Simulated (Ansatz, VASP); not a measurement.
## Two plane-wave programs on C

```
C
1.0
     0.00000    1.92607    1.64073
     1.92607    0.00000    1.64073
     1.92607    1.92607    0.00000
C
2
Direct
  0.50000 0.50000 0.50000
  0.75000 0.75000 0.75000
```

Change from the starting cell: strain +0.080 along x and y, -0.080 along z, atoms carried along.

Alike in both runs: task single point; functional PBE; k mesh 12 × 12 × 12; occupations gaussian, width 0.05 eV; no spin polarisation.

```csv
,VASP,Ansatz
version,VASP 6.6.1,Ansatz 0.2.0
potentials or method,"VASP PAW PBE potentials, release 64 (C)","scalar-relativistic, plane waves, PAW"
plane-wave cutoff (eV),520,420
valence electrons in the cell,8,8
```

```tsv
	VASP	Ansatz	Ansatz less VASP
gap on the k mesh at the Fermi level (eV)	0.39	0.40	+0.005
least direct gap on the mesh (eV)	3.07	3.07	+0.003
pressure (GPa)	-24.3	-24.7	-0.38
largest component of the traceless stress (GPa)	76.60	76.65	+0.048
```

Caveats: so large a pressure means that the cell lies far from this level's equilibrium, or that cutoff or potentials fall short (VASP).
